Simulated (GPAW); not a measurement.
Here is a GPAW 26.7.0 calculation.

The input run.py:

```python
import numpy as np
import spglib
from ase import Atoms
from ase.calculators.mixing import SumCalculator
from ase.dft.bandgap import bandgap
from ase.io import read, write
from dftd4.ase import DFTD4
from gpaw import GPAW, setup_paths
from gpaw.spinorbit import soc_eigenstates

setup_paths.insert(0, '.')

atoms = read('ZnS.cif')
cell, positions, numbers = spglib.find_primitive(
    (atoms.cell[:], atoms.get_scaled_positions(), atoms.numbers), symprec=1e-4)
atoms = Atoms(numbers, cell=cell, scaled_positions=positions, pbc=True)

calc = GPAW(mode='fd',
            h=0.18,
            xc='GGA_X_PW91+GGA_C_PW91',
            kpts={'size': (9, 9, 9), 'gamma': True},
            occupations={'name': 'fermi-dirac', 'width': 0.05},
            nbands=18,
            convergence={'density': 1e-05, 'energy': 1e-05},
            maxiter=150,
            txt='gpaw.txt')
atoms.calc = SumCalculator([calc, DFTD4(method='pw91')])
energy = atoms.get_potential_energy()
forces = atoms.get_forces()
calc.write('gs.gpw')
write('result.traj', atoms)
print(f'Energy: {energy:.6f} eV')
print('Forces (eV/A):')
print(forces.round(4))
print('Fermi level:', round(calc.get_fermi_level(), 4), 'eV')
print(f'Gap: {bandgap(calc)[0]:.4f} eV, direct: {bandgap(calc, direct=True)[0]:.4f} eV')

path = atoms.cell.bandpath('GXWKGLUWLK,UX', npoints=80, eps=1e-4)
bs_calc = calc.fixed_density(kpts=path, symmetry='off', nbands=28,
                             convergence={'bands': 'CBM+6.0', 'eigenstates': 1e-6}, txt='bands.txt')
bs = bs_calc.band_structure()
bs.write('bs.json')
print(f'Gap on the path: {bandgap(bs_calc)[0]:.4f} eV')

soc = soc_eigenstates(bs_calc, theta=54.7, phi=45)
np.savetxt('soc_bands.dat', soc.eigenvalues(), fmt='%.4f')
mesh = soc_eigenstates('gs.gpw', theta=54.7, phi=45)
np.savetxt('soc_mesh.dat', mesh.eigenvalues(), fmt='%.4f')
print('Fermi level with spin-orbit coupling:', round(mesh.fermi_level, 4), 'eV')
```

File ZnS.cif:

```cif
data_ZnS
_cell_length_a 5.25587002
_cell_length_b 5.25587002
_cell_length_c 5.25587002
_cell_angle_alpha 90.00000000
_cell_angle_beta 90.00000000
_cell_angle_gamma 90.00000000
_space_group_name_H-M_alt 'F-43m'
_space_group_name_Hall 'F -4 2 3'
_space_group_IT_number 216
loop_
_space_group_symop_operation_xyz
'x,y,z'
'y,-x,-z'
'-x,-y,z'
'-y,x,-z'
'x,-y,-z'
'y,x,z'
'-x,y,-z'
'-y,-x,z'
'z,x,y'
'-z,y,-x'
'z,-x,-y'
'-z,-y,x'
'-z,x,-y'
'z,y,x'
'-z,-x,y'
'z,-y,-x'
'y,z,x'
'-x,-z,y'
'-y,z,-x'
'x,-z,-y'
'-y,-z,x'
'x,z,y'
'y,-z,-x'
'-x,z,-y'
'x,y+1/2,z+1/2'
'y,-x+1/2,-z+1/2'
'-x,-y+1/2,z+1/2'
'-y,x+1/2,-z+1/2'
'x,-y+1/2,-z+1/2'
'y,x+1/2,z+1/2'
'-x,y+1/2,-z+1/2'
'-y,-x+1/2,z+1/2'
'z,x+1/2,y+1/2'
'-z,y+1/2,-x+1/2'
'z,-x+1/2,-y+1/2'
'-z,-y+1/2,x+1/2'
'-z,x+1/2,-y+1/2'
'z,y+1/2,x+1/2'
'-z,-x+1/2,y+1/2'
'z,-y+1/2,-x+1/2'
'y,z+1/2,x+1/2'
'-x,-z+1/2,y+1/2'
'-y,z+1/2,-x+1/2'
'x,-z+1/2,-y+1/2'
'-y,-z+1/2,x+1/2'
'x,z+1/2,y+1/2'
'y,-z+1/2,-x+1/2'
'-x,z+1/2,-y+1/2'
'x+1/2,y,z+1/2'
'y+1/2,-x,-z+1/2'
'-x+1/2,-y,z+1/2'
'-y+1/2,x,-z+1/2'
'x+1/2,-y,-z+1/2'
'y+1/2,x,z+1/2'
'-x+1/2,y,-z+1/2'
'-y+1/2,-x,z+1/2'
'z+1/2,x,y+1/2'
'-z+1/2,y,-x+1/2'
'z+1/2,-x,-y+1/2'
'-z+1/2,-y,x+1/2'
'-z+1/2,x,-y+1/2'
'z+1/2,y,x+1/2'
'-z+1/2,-x,y+1/2'
'z+1/2,-y,-x+1/2'
'y+1/2,z,x+1/2'
'-x+1/2,-z,y+1/2'
'-y+1/2,z,-x+1/2'
'x+1/2,-z,-y+1/2'
'-y+1/2,-z,x+1/2'
'x+1/2,z,y+1/2'
'y+1/2,-z,-x+1/2'
'-x+1/2,z,-y+1/2'
'x+1/2,y+1/2,z'
'y+1/2,-x+1/2,-z'
'-x+1/2,-y+1/2,z'
'-y+1/2,x+1/2,-z'
'x+1/2,-y+1/2,-z'
'y+1/2,x+1/2,z'
'-x+1/2,y+1/2,-z'
'-y+1/2,-x+1/2,z'
'z+1/2,x+1/2,y'
'-z+1/2,y+1/2,-x'
'z+1/2,-x+1/2,-y'
'-z+1/2,-y+1/2,x'
'-z+1/2,x+1/2,-y'
'z+1/2,y+1/2,x'
'-z+1/2,-x+1/2,y'
'z+1/2,-y+1/2,-x'
'y+1/2,z+1/2,x'
'-x+1/2,-z+1/2,y'
'-y+1/2,z+1/2,-x'
'x+1/2,-z+1/2,-y'
'-y+1/2,-z+1/2,x'
'x+1/2,z+1/2,y'
'y+1/2,-z+1/2,-x'
'-x+1/2,z+1/2,-y'
loop_
_atom_site_label
_atom_site_type_symbol
_atom_site_symmetry_multiplicity
_atom_site_Wyckoff_symbol
_atom_site_fract_x
_atom_site_fract_y
_atom_site_fract_z
_atom_site_occupancy
Zn1 Zn 4 c 0.2500000000 0.2500000000 0.2500000000 1
S1 S 4 a 0.0000000000 0.0000000000 0.0000000000 1
```

Potentials or basis: PAW data sets generated in the run's folder for this functional, fd.

Command:

```bash
$ gpaw-setup -f GGA_X_PW91+GGA_C_PW91 S Zn
$ OMP_NUM_THREADS=1 python run.py
```

Problem. What does it give for the band gap along the path?

Solution. 2.43 eV, direct.

Problem. What does it give for the band gap on the k mesh?

Solution. 2.43 eV, direct.

Problem. Estimate the dispersion energy per atom.

Solution. -0.277 eV.

Levels at the corners of the path, in eV from the valence-band top:
```tsv
point	band 14	band 15	band 16	band 17	band 18	band 19	band 20	band 21	band 22	band 23
Γ	-0.06	0.00	0.00	0.00	0.00	2.43	2.43	6.16	6.16	6.33
X	-4.91	-2.56	-2.56	-2.54	-2.54	3.17	3.17	4.00	4.00	11.53
W	-5.00	-3.20	-3.17	-3.07	-3.05	5.63	5.63	6.33	6.37	7.94
K	-5.03	-3.55	-3.53	-2.08	-2.07	3.99	4.00	6.09	6.10	9.55
Γ	-0.06	0.00	0.00	0.00	0.00	2.43	2.43	6.16	6.16	6.33
L	-5.78	-1.03	-1.03	-0.99	-0.99	3.42	3.42	6.78	6.78	6.84
U	-5.03	-3.55	-3.53	-2.08	-2.07	3.99	4.00	6.09	6.10	9.55
W	-5.00	-3.20	-3.17	-3.07	-3.05	5.63	5.63	6.33	6.37	7.94
L	-5.78	-1.03	-1.03	-0.99	-0.99	3.42	3.42	6.78	6.78	6.84
K	-5.03	-3.55	-3.53	-2.08	-2.07	3.99	4.00	6.09	6.10	9.55
U	-5.03	-3.55	-3.53	-2.08	-2.07	3.99	4.00	6.09	6.10	9.55
X	-4.91	-2.56	-2.56	-2.54	-2.54	3.17	3.17	4.00	4.00	11.53
```

Caveat: the real-space grid adds noise to forces; spin-orbit coupling was added after a scalar SCF, so levels and gaps hold it while energy, forces, pressure and moments don't.
